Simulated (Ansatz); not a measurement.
Wanted: the native input for an Ansatz 0.2.0 run.

```yaml
Task: single point
Functional: PBE
Potentials_or_basis: all-electron LAPW, scalar-relativistic
Cutoff: 373 eV (chosen from the basis error)
Basis_error_allowed: 0.001 eV/atom
k_mesh: 5 × 5 × 6
Occupations: fermi-dirac, width 0.05 eV
Spin: no spin polarisation
```

Crystal: PbO.

```xyz
8
Lattice="5.8760 0.0000 0.0000 0.0000 5.4760 0.0000 0.0000 0.0000 4.7430" Properties=species:S:1:pos:R:3 pbc="T T T"
Pb    4.5186    2.8147    1.1858
Pb    1.3574    2.6613    3.5573
Pb    4.5186    5.3993    3.5573
Pb    1.3574    0.0767    1.1858
O     0.7756    3.1870    1.1858
O     5.1004    2.2890    3.5573
O     0.7756    5.0270    3.5573
O     5.1004    0.4490    1.1858
```

One way to write it, as run:

input.yaml

```yaml
crystal:
  lattice:
    - [5.876, 0.0, 0.0]
    - [0.0, 5.476, 0.0]
    - [0.0, 0.0, 4.743]
  atoms:
    - { symbol: Pb, position: [0.769, 0.514, 0.25] }
    - { symbol: Pb, position: [0.231, 0.486, 0.75] }
    - { symbol: Pb, position: [0.769, 0.986, 0.75] }
    - { symbol: Pb, position: [0.231, 0.014, 0.25] }
    - { symbol: O, position: [0.132, 0.582, 0.25] }
    - { symbol: O, position: [0.868, 0.418, 0.75] }
    - { symbol: O, position: [0.132, 0.918, 0.75] }
    - { symbol: O, position: [0.868, 0.082, 0.25] }
kpoints:
  mp_grid: { grid: [5, 5, 6] }
scf:
  occupations: { method: fermi_dirac, width: 0.05 }
hamiltonian:
  xc: pbe
  pseudopotentials: { kind: all_electron, lapw: { basis_error: 0.001 } }
output:
  forces: true
  stress: true
  eigenvalues: true
  populations: true
```

Potentials or basis: all-electron LAPW, scalar-relativistic.

Launch:

```bash
$ ansatz run input.yaml --threads 4 --pin off --max-ram 12288MiB --backend cpu --events-out ev --progress --plain --runs-dir out
```

Results of the run:

```
Pressure               : 2.3 GPa
Largest force          : 0.934 eV/Å
Band gap on the k mesh : 1.97 eV, indirect (least direct gap 2.15 eV)
Loewdin charges        : Pb +0.78; O -0.73 e
```

Caveat: spin-orbit coupling is left out, which as a rule narrows the gap of such compounds by several tenths of an eV; an odd mesh through Γ misses points on the zone boundary, where band edges often lie; the cell's inner coordinates are idealised or old, which leaves forces on the atoms.

Run time: 51 s on 4 threads of Intel(R) Xeon(R) 6975P-C (Granite Rapids), with other jobs on the host, peak memory 1.7 GiB.
